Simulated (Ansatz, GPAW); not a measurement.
Given: the input of a run of GPAW 26.7.0 (ASE script) on CdSe. The cell is a database's computed one, not the measured one.

Contents of run.py:

```python
from ase.dft.bandgap import bandgap
from ase.io import read, write
from ase.units import GPa
from gpaw import GPAW, PW

atoms = read('POSCAR')

calc = GPAW(mode=PW(600),
            xc='PBE',
            kpts={'size': (8, 8, 8), 'gamma': True},
            occupations={'name': 'methfessel-paxton', 'order': 0, 'width': 0.016},
            nbands=18,
            convergence={'density': 1e-05, 'energy': 1e-05},
            maxiter=150,
            txt='gpaw.txt')
atoms.calc = calc
energy = atoms.get_potential_energy()
forces = atoms.get_forces()
stress = atoms.get_stress()
calc.write('gs.gpw')
write('result.traj', atoms)
print(f'Energy: {energy:.6f} eV')
print('Forces (eV/A):')
print(forces.round(4))
print('Stress (GPa):', (stress / GPa).round(3))
print('Fermi level:', round(calc.get_fermi_level(), 4), 'eV')
print(f'Gap: {bandgap(calc)[0]:.4f} eV, direct: {bandgap(calc, direct=True)[0]:.4f} eV')
```

POSCAR

```
CdSe
1.0
    0.0000000000      3.0702711986      3.0702711986
    3.0702711986      0.0000000000      3.0702711986
    3.0702711986      3.0702711986      0.0000000000
Cd Se
1 1
Direct
    0.0000000000      0.0000000000      0.0000000000
    0.2500000000      0.2500000000      0.2500000000
```

Potentials or basis: GPAW PAW data sets (gpaw-data 1.2.1), pw.

Run with:

```console
$ OMP_NUM_THREADS=1 python run.py
```

Set up the same calculation for Ansatz 0.2.0. Potentials or basis there: all-electron LAPW, scalar-relativistic.

As run (cutoffs and basis follow the program's own potentials, and thresholds, step limits or extra output files can differ):

The input input.yaml:

```yaml
crystal:
  lattice:
    - [0.0, 3.0702711986, 3.0702711986]
    - [3.0702711986, 0.0, 3.0702711986]
    - [3.0702711986, 3.0702711986, 0.0]
  atoms:
    - { symbol: Cd, position: [0.0, 0.0, 0.0] }
    - { symbol: Se, position: [0.25, 0.25, 0.25] }
kpoints:
  mp_grid: { grid: [8, 8, 8] }
scf:
  occupations: { method: gaussian, width: 0.016 }
hamiltonian:
  xc: pbe
  pseudopotentials: { kind: all_electron, lapw: { basis_error: 0.001 } }
output:
  forces: true
  stress: true
  eigenvalues: true
```

Potentials or basis: all-electron LAPW, scalar-relativistic.

The run is started by

```console
$ ansatz run input.yaml --threads 1 --pin off --max-ram 3072MiB --backend cpu --events-out ev --progress --plain --runs-dir out
```

Both were run:

|  | GPAW | Ansatz |
| --- | --- | --- |
| Pressure | 1.1 GPa | 1.3 GPa |

Where Ansatz's input types no cutoff or centring, it takes its own default and a Γ-centred mesh.

Pressure is positive in compression.
